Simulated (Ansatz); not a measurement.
# Localised basis functions on generalised stacking fault on (110) of a KCl-RbCl solid solution (80 atoms)

Aim: test how closely localised support functions follow the reference on generalised stacking fault on (110) of a KCl-RbCl solid solution (80 atoms), and at what cost. A setting counts as converged where the r.m.s. difference of forces stays under 1 % of the r.m.s. force.

Calculated with Ansatz 0.2.0; Kohn-Sham DFT, PBE, PAW (set soft_2), plane waves.

## 1. The structure

The cell holds 80 atoms: 13 Rb, 40 Cl and 27 K. Cell: a = 7.339 Å, b = 10.379 Å, c = 26.077 Å, α = 90.0°, β = 87.3°, γ = 90.0°. It derives from KCl and RbCl. CsCl-type KCl lattice (a = 3.6697 Å, the value set for the mixture), cell with z along [110], 2 x 2 x 5 periods; the third cell vector is tilted by 0.333 of [001] and lengthened by 0.1 Å, so the cell holds one fault; displaced by a Gaussian of 0.01 Å; 13 of 40 K sites given to Rb at random (lattice constant by Vegard's rule between KCl and RbCl).

Limits known from the start: The host structure and its lattice constant were typed by rule, without a check against the phase diagram.

## 2. Plane-wave single point

This run is the reference for what follows, at a cutoff of 420 eV.

The input, input.yaml:

```yaml
crystal:
  lattice:
    - [7.3394, 0.0, 0.0]
    - [0.0, 10.37948, 0.0]
    - [1.22326, 0.0, 26.0487]
  atoms:
    - { symbol: Rb, position: [0.83321, 0.00092, 0.99566] }
    - { symbol: Cl, position: [0.23284, 0.00062, 0.09925] }
    - { symbol: K, position: [0.33459, 0.99894, 0.99608] }
    - { symbol: Cl, position: [0.73479, 0.9991, 0.09992] }
    - { symbol: K, position: [0.83167, 0.49869, 0.99572] }
    - { symbol: Cl, position: [0.23493, 0.49817, 0.09923] }
    - { symbol: K, position: [0.33149, 0.49943, 0.99551] }
    - { symbol: Cl, position: [0.73642, 0.49891, 0.09929] }
    - { symbol: K, position: [0.98494, 0.25071, 0.09866] }
    - { symbol: Cl, position: [0.21809, 0.24935, 0.19882] }
    - { symbol: Rb, position: [0.48347, 0.24975, 0.0991] }
    - { symbol: Cl, position: [0.71842, 0.24953, 0.19853] }
    - { symbol: K, position: [0.96886, 0.99888, 0.19899] }
    - { symbol: Cl, position: [0.20095, 0.00132, 0.29812] }
    - { symbol: Rb, position: [0.46667, 0.00078, 0.19902] }
    - { symbol: Cl, position: [0.70063, 0.99887, 0.29884] }
    - { symbol: K, position: [0.98208, 0.74814, 0.09963] }
    - { symbol: Cl, position: [0.2158, 0.75033, 0.19914] }
    - { symbol: K, position: [0.48493, 0.75142, 0.09866] }
    - { symbol: Cl, position: [0.71802, 0.74958, 0.1989] }
    - { symbol: K, position: [0.9666, 0.50196, 0.19937] }
    - { symbol: Cl, position: [0.20003, 0.49997, 0.29846] }
    - { symbol: K, position: [0.46685, 0.50155, 0.19845] }
    - { symbol: Cl, position: [0.70101, 0.49973, 0.29901] }
    - { symbol: K, position: [0.94861, 0.24855, 0.29879] }
    - { symbol: Cl, position: [0.18308, 0.25023, 0.39814] }
    - { symbol: K, position: [0.4515, 0.24952, 0.29866] }
    - { symbol: Cl, position: [0.68126, 0.25172, 0.39778] }
    - { symbol: Rb, position: [0.93098, 0.99859, 0.39799] }
    - { symbol: Cl, position: [0.16681, 0.00269, 0.49788] }
    - { symbol: Rb, position: [0.43056, 0.00218, 0.39826] }
    - { symbol: Cl, position: [0.66738, 0.99894, 0.49801] }
    - { symbol: K, position: [0.95022, 0.74991, 0.29759] }
    - { symbol: Cl, position: [0.18191, 0.75149, 0.3978] }
    - { symbol: Rb, position: [0.45027, 0.75012, 0.2985] }
    - { symbol: Cl, position: [0.68394, 0.7496, 0.39834] }
    - { symbol: K, position: [0.93425, 0.50076, 0.39757] }
    - { symbol: Cl, position: [0.16441, 0.49905, 0.49769] }
    - { symbol: K, position: [0.43446, 0.49924, 0.39807] }
    - { symbol: Cl, position: [0.66622, 0.50026, 0.49752] }
    - { symbol: Rb, position: [0.91734, 0.24981, 0.49807] }
    - { symbol: Cl, position: [0.14908, 0.24918, 0.5978] }
    - { symbol: K, position: [0.41776, 0.25017, 0.49754] }
    - { symbol: Cl, position: [0.65147, 0.24835, 0.59776] }
    - { symbol: K, position: [0.90123, 0.99892, 0.59714] }
    - { symbol: Cl, position: [0.13551, 0.99979, 0.6969] }
    - { symbol: K, position: [0.40386, 0.99889, 0.59774] }
    - { symbol: Cl, position: [0.63214, 0.00089, 0.6967] }
    - { symbol: K, position: [0.9188, 0.75044, 0.49765] }
    - { symbol: Cl, position: [0.14997, 0.74896, 0.59783] }
    - { symbol: K, position: [0.41969, 0.75048, 0.49779] }
    - { symbol: Cl, position: [0.64975, 0.74877, 0.59786] }
    - { symbol: K, position: [0.90017, 0.49884, 0.59711] }
    - { symbol: Cl, position: [0.13356, 0.4991, 0.69631] }
    - { symbol: Rb, position: [0.40059, 0.49942, 0.59705] }
    - { symbol: Cl, position: [0.63301, 0.50057, 0.69699] }
    - { symbol: Rb, position: [0.88446, 0.25001, 0.69702] }
    - { symbol: Cl, position: [0.11534, 0.24898, 0.79682] }
    - { symbol: K, position: [0.38366, 0.24964, 0.69698] }
    - { symbol: Cl, position: [0.61852, 0.25107, 0.79683] }
    - { symbol: K, position: [0.86842, 0.00029, 0.79629] }
    - { symbol: Cl, position: [0.09986, 0.9996, 0.89657] }
    - { symbol: K, position: [0.36854, 0.00109, 0.79594] }
    - { symbol: Cl, position: [0.60142, 0.00119, 0.896] }
    - { symbol: Rb, position: [0.88192, 0.74889, 0.69675] }
    - { symbol: Cl, position: [0.11416, 0.74988, 0.79577] }
    - { symbol: K, position: [0.38595, 0.74961, 0.69764] }
    - { symbol: Cl, position: [0.61764, 0.74917, 0.79655] }
    - { symbol: Rb, position: [0.86629, 0.50013, 0.79658] }
    - { symbol: Cl, position: [0.10243, 0.50137, 0.89549] }
    - { symbol: Rb, position: [0.3688, 0.50019, 0.79643] }
    - { symbol: Cl, position: [0.60266, 0.49923, 0.89666] }
    - { symbol: K, position: [0.8489, 0.24854, 0.89646] }
    - { symbol: Cl, position: [0.08497, 0.24951, 0.99587] }
    - { symbol: K, position: [0.35169, 0.24925, 0.89615] }
    - { symbol: Cl, position: [0.58316, 0.2492, 0.99604] }
    - { symbol: K, position: [0.85165, 0.74971, 0.89558] }
    - { symbol: Cl, position: [0.08304, 0.74949, 0.99572] }
    - { symbol: Rb, position: [0.35222, 0.75033, 0.89632] }
    - { symbol: Cl, position: [0.58634, 0.75161, 0.99571] }
kpoints:
  mp_grid: { grid: [2, 1, 1] }
hamiltonian:
  xc: pbe
scf:
  occupations: { method: gaussian, width: 0.05 }
output:
  forces: true
  stress: true
  populations: intrinsic
  dos:
    method: { smearing: { sigma: 0.08 } }
    de: 0.1
    projected: { site_lists: { Cl: [Cl], K: [K], Rb: [Rb] } }
  eigenvalues: true
  write_density: true
  write_potential: true
  volumetric_format: npy
  elf: true
```

Launch:

```bash
$ ansatz run input.yaml --threads 4 --pin off --max-ram 8192MiB --backend cpu --events-out ev --progress --plain --runs-dir out
```

Numbers of over 12 decimals in the logs are rounded to 6 here.

Log:

```text
Engine: ansatz 0.2.0, aarch64-unknown-linux-gnu
Pseudopotentials: kind: paw
Pseudopotential: Rb, paw, valence charge 9, recommended cutoff 420 eV (normal), Rb.paw.azcp
Pseudopotential: Cl, paw, valence charge 7, recommended cutoff 420 eV (normal), Cl.paw.azcp
Pseudopotential: K, paw, valence charge 9, recommended cutoff 420 eV (normal), K.paw.azcp
[... 5 lines on functional and potentials left out ...]
Crystal: 80 atoms, lattice volume = 1984.368 Å³
Basis set: ecut = 420 eV, 38785 PW (Γ), exchange–correlation on 100×144×360 points (8 copies of the dense FFT grid, shifted against one another)
Bands: 400, of which v1, the nominal top of the filled ones, is band 320 counted from 1 (319 counted from 0)
Symmetry: 1 space group operations
Space group: P1 (ITA 1), of the structure as read, at distance tolerance 1.3e-4 Å
k-points: 2
[... 7 lines on functional and potentials left out ...]
Initial density: superposition of atomic densities (neutral atoms: chi_scale 0, normalization atom), corrected by the library's trained network
Initial wavefunctions: pseudopotential atomic-orbital guess
Functional: x = pbe(κ = 0.804, μ = 0.219515), c = pbe(β = 0.066725)
SCF iter   1: F=—  HF=-127320.646275 eV  |F-HF|=—  |Δ(HF+E_count)|=         —  Δρ=3.72e-4  dr2=6.48e-3  ethr=1.77e-3  ⟨swp⟩=12.5  Hψ=5099  notcnv=0  defer=42
preconditioner: auto → Resta (q_TF=auto, 2.259 Å⁻¹)  ε∞=2.9  [insulator: Δε(μ)=5.538 eV  Ē_g=14.322 eV  σ=0.050 eV  W_gap=1.00  n_scr=398 (ndim 8)  ℏωp=19.7 eV  f_vac=0.002  D(μ)=0.00/eV (n_scr^D=0)  ε∞_Penn≈2.9]
SCF iter   2: F=—  HF=-127320.622240 eV  |F-HF|=—  |Δ(HF+E_count)|=   2.40e-2  Δρ=2.21e-4  dr2=2.00e-3  ethr=1.01e-6  ⟨swp⟩=2.5  Hψ=1717  notcnv=0  defer=45
SCF iter   3: F=—  HF=-127320.621659 eV  |F-HF|=—  |Δ(HF+E_count)|=   5.81e-4  Δρ=1.15e-4  dr2=2.71e-4  ethr=3.12e-7  ⟨swp⟩=2.5  Hψ=1204  notcnv=0  defer=45
SCF iter   4: F=—  HF=-127320.621667 eV  |F-HF|=—  |Δ(HF+E_count)|=   7.09e-6  Δρ=4.18e-5  dr2=3.66e-5  ethr=4.23e-8  ⟨swp⟩=2.5  Hψ=1007  notcnv=0  defer=45
SCF iter   5: F=—  HF=-127320.620461 eV  |F-HF|=—  |Δ(HF+E_count)|=   1.21e-3  Δρ=6.87e-6  dr2=8.80e-7  ethr=5.72e-9  ⟨swp⟩=2.0  Hψ=1302  notcnv=0  defer=49
SCF iter   6: F=—  HF=-127320.620462 eV  |F-HF|=—  |Δ(HF+E_count)|=   4.84e-7  Δρ=1.79e-6  dr2=1.14e-7  ethr=1.56e-11  ⟨swp⟩=19.0  Hψ=6759  notcnv=0
SCF iter   7: F=-127320.620462 eV  HF=-127320.620462 eV  |F-HF|=1.30e-9  |Δ(HF+E_count)|=   2.18e-8  Δρ=6.55e-7  dr2=7.26e-9  ethr=1.56e-11  ⟨swp⟩=8.0  Hψ=4368  notcnv=0
SCF 1 converged in 7 iterations: F = -127320.620462 eV  dr2 = 7.26e-9
  greatest PAW one-centre occupation: 0.988 electrons in one spin orbital (limit 2), on the K atom at site 8 (counted from 0), in its partial waves of l = 0
SCF converged after 7 iterations
Free energy (F): -127320.620462 eV
Harris-Foulkes:  -127320.620462 eV  (|F-HF|=1.30e-9)
Internal energy: -127320.620462 eV  (E = F + TS)
E sigma→0 (E₀):  -127320.620462 eV
Fermi energy:    6.431361 eV
--- Per-component energies (eV) ---
  E_band       = -3489.064777
  E_kinetic    = 15942.117350
  E_local      = -27198.729232  (includes V_loc(G=0)·N_el)
  E_nonlocal   = 3739.684607
  E_hartree    = 8192.419835
  E_xc         = -9710.607091
  E_vxc        = -11217.679803  (∫ρ·V_xc dr)
  E_paw        = -81520.496142  (= ΣΔE_a)
  E_vpaw       = -1139.298558  (= ΣTr[D̂ρ^β])
  E_aug_tail   = 0.003469  (compensation charges beyond the density's cutoff)
  E_ewald      = -36765.013257
  E_smearing   = -0.000000  (= −TS)
  E_closure    = -0.000000  (closes the sum)
  Σ components = -127320.620462   (vs F -127320.620462, Δ=0.00e0)
--- Forces (eV/Å), atoms counted from 1 ---
  atom   1  Rb     0.27819940    -0.02729398    -0.83202740
  atom   2  Cl    -0.31490868    -0.17135781     0.37726170
  atom   3  K      0.10379954     0.00555487    -0.61754893
  atom   4  Cl    -0.09327210    -0.11392259     0.85194802
  atom   5  K      0.16754732     0.02858866    -0.62667535
  atom   6  Cl    -0.22099893     0.20546486     0.50573665
  atom   7  K      0.14000455     0.02336841    -0.58935158
  atom   8  Cl    -0.09460882     0.14698409     0.50846496
  atom   9  K     -0.14827962    -0.01180488     0.70873780
  atom  10  Cl    -0.21877516     0.17126697     0.14867837
  atom  11  Rb    -0.24247987     0.00561711     0.99472306
  atom  12  Cl     0.17192858     0.15021707     0.15173304
  atom  13  K     -0.02925824     0.04817497    -0.01044068
  atom  14  Cl    -0.20004765     0.09072821    -0.08420387
[...]
atom  79  Rb    -0.02736564     0.02333214    -0.01831812
  atom  80  Cl     0.11234573    -0.16997215    -0.40046485
  max |Σ_I F_I| component: 2.09e-5 eV/Å
--- Stress (GPa, compression-positive) ---
        5.176412       0.007988      -0.323110
        0.007988       4.716083      -0.002201
       -0.323110      -0.002201       6.047454
  P = ⅓ Tr σ = 5.3133 GPa (53.133 kbar)
--- Band table (eV) ---
  k-point 0: bands = ["-24.1660", "-24.1621", "-24.1605", "-24.1569", [... 384 levels ...], "12.0724", "12.0837", "12.0898", "12.1594", "12.1818", "12.2094", "12.2526", "12.2586", "12.2754", "12.2803", "12.2993", "12.3230"]
  k-point 1: bands = ["-24.1653", "-24.1598", "-24.1589", "-24.1519", [... 384 levels ...], "12.1025", "12.1364", "12.1830", "12.1864", "12.1997", "12.2345", "12.2581", "12.2704", "12.2846", "12.3070", "12.3295", "12.3386"]
--- intrinsic populations: 80 sites ---
  site symbol       q [e]
     0     Rb      8.1956
     1     Cl      7.7728
     2      K      8.2407
[...]
79     Cl      7.7730
  spilling = 0.000000 (of n_electrons = 640.000000)
```

Run time: 75 s. Hardware: 4 threads of Arm Neoverse V2, shared host; peak memory 6.6 GiB.

Reading the cycles: dr2 is the Hartree energy of the density residual (eV), the measure of convergence; HF is the Harris–Foulkes estimate of the energy, which meets the free energy F at convergence.

Read from the output:

```
free energy                                      : -127320.6205 eV
free energy per atom                             : -1591.5078 eV/atom
SCF cycles                                       : 7
pressure                                         : 5.313 GPa
r.m.s. force component                           : 0.2044 eV/Å
longest force                                    : 1.163 eV/Å
Fermi energy                                     : 6.431 eV
gap (highest filled to lowest empty level) : 5.538 eV
```

The r.m.s. force component of 0.20 eV/Å sets the scale for the differences below.

## 3. Support functions low

The cell is solved in localised support functions. The level low gives here a grid of 30×48×108 points and a radius of 4.36 Å.

This step: Kohn-Sham DFT, PBE, PAW (set soft_2), localised support functions (low) (Ansatz 0.2.0).

input.yaml, the sections that differ from step 2:

```yaml
scf:
  occupations: { method: gaussian, width: 0.05 }
  eigensolver: { kind: { support_functions: { accuracy: low } } }
  mixing: { beta: 0.2 }
  max_iter: 150
output:
  forces: true
  eigenvalues: true
# crystal, kpoints, hamiltonian: as in step 2
```

Log:

```text
Warning: scf.eigensolver.kind.support_functions: disabling space-group detection — the functions' gradient is summed over unrotated k-points, so no spatial operation reduces the k-mesh or symmetrises the density; time reversal is kept, so that k and −k are solved as one point where they differ and the mesh holds both, and exact exchange and, on two spinor components, a DFT+U term hold to it where the run has them: [...]
settings of this run that can trade accuracy for cost: scf.eigensolver.kind.support_functions; scf.eigensolver.kind.support_functions.accuracy: low [...]
[...]
Crystal: 80 atoms, lattice volume = 1984.368 Å³
Basis set: ecut = 420 eV, 38785 PW (Γ), exchange–correlation on 100×144×360 points (8 copies of the dense FFT grid, shifted against one another)
Bands: 384, of which v1, the nominal top of the filled ones, is band 320 counted from 1 (319 counted from 0)
Symmetry: 1 space group operations
k-points: 2
[...]
Eigensolver: Support functions (low, 30×48×108 points, laid for a spacing of at most 0.246777 Å, radius 4.355940 Å, 3 species' potentials softened for the grid, 3 wholly corrected for its errors in the mean over positions, 3 with the egg-box correction, energy correction by stochastic trace)
[...]
SCF iter   1: F=—  HF=-127326.065659 eV  |F-HF|=—  |Δ(HF+E_count)|=         —  Δρ=3.81e-2  dr2=4.71e1  ethr=1.00e-1
[...]
SCF iter  14: F=—  HF=-127320.626234 eV  |F-HF|=—  |Δ(HF+E_count)|=   8.10e-4  Δρ=3.51e-5  dr2=2.86e-5  ethr=7.64e-9  κ⁻¹=2.1e-7(r=7)
SCF iter  15: F=-127320.626881 eV  HF=-127320.626881 eV  |F-HF|=4.33e-7  |Δ(HF+E_count)|=   6.47e-4  Δρ=1.13e-5  dr2=2.37e-6  ethr=4.47e-9
SCF 1 converged in 15 iterations: F = -127320.637526 eV  dr2 = 2.37e-6
[...]
SCF converged after 15 iterations
Stability not checked: this state was not tested for a lower state beside it, because the mixer in use, unlike msr1, does not test its closes by its own steps (another_mixer; see scf.mixing.algorithm and scf.lower_state_search)
Free energy (F): -127320.637526 eV
[...]
Internal energy: -127320.637526 eV  (E = F + TS)
E sigma→0 (E₀):  -127320.637526 eV
Fermi energy:    6.431194 eV
[...]
Σ components = -127320.637526   (vs F -127320.637526, Δ=0.00e0)
--- Forces (eV/Å), atoms counted from 1 ---
  atom   1  Rb     0.27822326    -0.02732684    -0.83214300
  atom   2  Cl    -0.31473635    -0.17133970     0.37747297
  atom   3  K      0.10377299     0.00557201    -0.61870223
  atom   4  Cl    -0.09297890    -0.11395891     0.85214216
[...]
atom  80  Cl     0.11230926    -0.16995212    -0.40116338
  max |Σ_I F_I| component: 5.16e-3 eV/Å
--- Band table (eV) ---
[...]
```

Wall time 1.9 min (4 threads); peak memory 3.1 GiB.

The program notes that the band table was not solved further than the SCF left it and it switched symmetry off.

Keys that differ from the reference: support_functions.accuracy = "low", scf.max_iter = 150 and scf.mixing.beta = 0.2.

Forces differ from the reference by 0.21 meV/Å r.m.s., 0.10 % of their size, well within a tolerance of 1 %; the energy by -0.21 meV/atom. It took 1.9 min and 15 cycles; the reference's time can't be set against it, since the two runs asked for unlike analyses.

## 4. Support functions medium

The level medium is asked for. Here it resolves to the same grid and radius as in the run with support functions low, so the basis is not new.

This step: Kohn-Sham DFT, PBE, PAW (set soft_2), localised support functions (medium) (Ansatz 0.2.0).

input.yaml, the sections that differ from step 3:

```yaml
scf:
  occupations: { method: gaussian, width: 0.05 }
  eigensolver: { kind: { support_functions: { accuracy: medium } } }
  mixing: { beta: 0.2 }
  max_iter: 150
# crystal, kpoints, hamiltonian, output: as in step 3
```

Log:

```text
[...]
Crystal: 80 atoms, lattice volume = 1984.368 Å³
Basis set: ecut = 420 eV, 38785 PW (Γ), exchange–correlation on 100×144×360 points (8 copies of the dense FFT grid, shifted against one another)
Bands: 384, of which v1, the nominal top of the filled ones, is band 320 counted from 1 (319 counted from 0)
Symmetry: 1 space group operations
k-points: 2
[...]
Eigensolver: Support functions (medium, 30×48×108 points, laid for a spacing of at most 0.246777 Å, radius 4.355940 Å, 3 species' potentials softened for the grid, 3 wholly corrected for its errors in the mean over positions, 3 with the egg-box correction, energy correction by stochastic trace)
[...]
SCF iter   1: F=—  HF=-127326.065659 eV  |F-HF|=—  |Δ(HF+E_count)|=         —  Δρ=3.81e-2  dr2=4.71e1  ethr=1.00e-1
[...]
SCF iter  15: F=—  HF=-127320.626881 eV  |F-HF|=—  |Δ(HF+E_count)|=   6.47e-4  Δρ=1.13e-5  dr2=2.37e-6  ethr=4.47e-9  κ⁻¹=5.9e-7(r=7)
SCF iter  16: F=-127320.627440 eV  HF=-127320.627441 eV  |F-HF|=3.66e-7  |Δ(HF+E_count)|=   5.60e-4  Δρ=7.47e-6  dr2=1.53e-6  ethr=3.71e-10
SCF 1 converged in 16 iterations: F = -127320.637529 eV  dr2 = 1.53e-6
[...]
SCF converged after 16 iterations
[...]
Free energy (F): -127320.637529 eV
[...]
Internal energy: -127320.637529 eV  (E = F + TS)
E sigma→0 (E₀):  -127320.637529 eV
Fermi energy:    6.431288 eV
[...]
Σ components = -127320.637529   (vs F -127320.637529, Δ=0.00e0)
--- Forces (eV/Å), atoms counted from 1 ---
  atom   1  Rb     0.27823264    -0.02731523    -0.83220911
  atom   2  Cl    -0.31474334    -0.17133954     0.37744292
  atom   3  K      0.10380016     0.00556483    -0.61878979
  atom   4  Cl    -0.09298735    -0.11395990     0.85210059
[...]
atom  80  Cl     0.11232183    -0.16995537    -0.40112549
  max |Σ_I F_I| component: 5.18e-3 eV/Å
--- Band table (eV) ---
[...]
```

Elapsed: 2 min, on 4 threads; peak memory 3.1 GiB; 7.7 min of CPU time.

Keys that differ from the reference: support_functions.accuracy = "medium", scf.max_iter = 150 and scf.mixing.beta = 0.2.

Forces differ from the reference by 0.21 meV/Å r.m.s., 0.10 % of their size, well within a tolerance of 1 %; the energy by -0.21 meV/atom. It took 2 min and 16 cycles; the reference's time can't be set against it, since the two runs asked for unlike analyses.

(Continued in part 2 of 2.)

[Logs are printed without paths, hosts, clocks, repeated set-up lines and the standing remarks that a program may print on its own settings, such as how far it seeks lower states.]

[Hosts, paths, dates, database ids (printed as entryN), source tags and the programs' standing remarks are cut or masked in the printed files.]
